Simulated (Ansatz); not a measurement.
## LiBr: elastic constants from stress and strain

```yaml
crystal:
  lattice:
    - [0.00000, 2.74450, 2.74450]
    - [2.74450, 0.00000, 2.74450]
    - [2.74450, 2.74450, 0.00000]
  atoms:
    - { symbol: Li, position: [0.00000, 0.00000, 0.00000] }
    - { symbol: Br, position: [0.50000, 0.50000, 0.50000] }
```

Atom numbers follow the list: Li1, Br2.

The cell is COD entry 1011363, as deposited and not checked against the literature; nothing was relaxed. It is an old determination, and later ones may differ.

Computed with DFT, PBE, all-electron LAPW, scalar-relativistic in Ansatz 0.2.0.

Settings: a Γ-centred 8×8×8 k mesh, Fermi–Dirac smearing of 0.03 eV, basis error target 1 meV/atom, no spin polarisation.

The unstrained cell is at 0.32 GPa. Large strains and very small stresses are left out. Each strain is applied once, with fractional coordinates held (clamped ions), and σ below is the change of stress, positive in tension. One finite strain gives stress–strain coefficients at this pressure with an error of the order of the strain times third-order constants, a few per cent for each per cent of strain.

Task: Estimate the stiffness probed by this change, and the stress that it gives: xy engineering shear strain of -1.5 %.

Result: σxy = -0.29 GPa and γxy = 2εxy = -0.0150, so C44 (clamped ions) = σxy/γxy = 20 GPa.
